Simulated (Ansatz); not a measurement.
Runs of Ansatz 0.2.0 on C. Symmetry: Pm-3m, No. 221, cubic system. The conventional cell has a = 2.620 Å, b = 2.620 Å, c = 2.620 Å, α = 90.00°, β = 90.00°, γ = 90.00°. C (site symmetry 4/mmm) is surrounded by 8 C at 1.85 Å. The cell was built by a generator and needn't be a form met in nature.

| level | gap on the mesh (eV) | pressure (GPa) | relaxed volume (Å³/atom) |
| --- | --- | --- | --- |
| PBEsol | none | 0.0 | (a) |
| RPBE | none | 0.0 | 6.27 |
| BLYP | none | 0.0 | 6.75 |
| revPBE | none | 0.0 | 6.23 |

Alike in all rows: task relaxation of cell and atoms; potentials or basis Ansatz PAW; no spin polarisation; cell relaxed; k mesh 10 × 10 × 10; cutoff (eV) 420; smearing fermi-dirac 0.05 eV.

Q: Estimate the missing entries.

A: (a) 5.76.

Caveats: the plane-wave basis is chosen anew once the cell has moved, so the energies of steps on either side of that aren't comparable; the PAW data sets come from PBE, with cores solved anew for the run's functional, which leaves a small shift of forces and pressure.

A gap of «none» marks a metal or a gap under the smearing width.

Runs at the PBE level aren't shown here.
